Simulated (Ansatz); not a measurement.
# BaTe: the cost of one run

Method: reference: DFT, r2SCAN, plane waves, PAW, in Ansatz 0.2.0.

7 further runs of the same task are left out: 7 that didn't finish.

### 1 The starting structure

Symmetry: Fm-3m, No. 225, cubic system. Conventional cell: a = 7.065 Å, b = 7.065 Å, c = 7.065 Å, α = 90.00°, β = 90.00°, γ = 90.00°. Ba (site symmetry m-3m) is surrounded by 6 Te at 3.53 Å. Around Te (site symmetry m-3m) lie 6 Ba at 3.53 Å.

Coordinates:

```xyz
2
Lattice="0.0000 3.5324 3.5324 3.5324 0.0000 3.5324 3.5324 3.5324 0.0000" Properties=species:S:1:pos:R:3 pbc="T T T"
Ba    0.0000    0.0000    0.0000
Te    3.5324    3.5324    3.5324
```

### 2 Baseline

File input.yaml:

```yaml
crystal:
  lattice:
    - [0.0, 3.5323868436, 3.5323868436]
    - [3.5323868436, 0.0, 3.5323868436]
    - [3.5323868436, 3.5323868436, 0.0]
  atoms:
    - { symbol: Ba, position: [0.0, 0.0, 0.0] }
    - { symbol: Te, position: [0.5, 0.5, 0.5] }
kpoints:
  mp_grid: { grid: [4, 4, 4] }
hamiltonian:
  xc: r2scan
scf:
  occupations: { method: fixed }
  n_extra_bands: 4
output:
  forces: true
  stress: true
  eigenvalues: true
```

Started as:

```sh
$ ansatz run input.yaml --threads 4 --pin off --max-ram 3686MiB --backend cpu --events-out ev --progress --plain --runs-dir out
```

**Question.** How long does this run take on 4 threads of an x86-64 CPU, shared host, and how much memory does it need?

About 1.2 s, with a peak of 0.75 GiB.
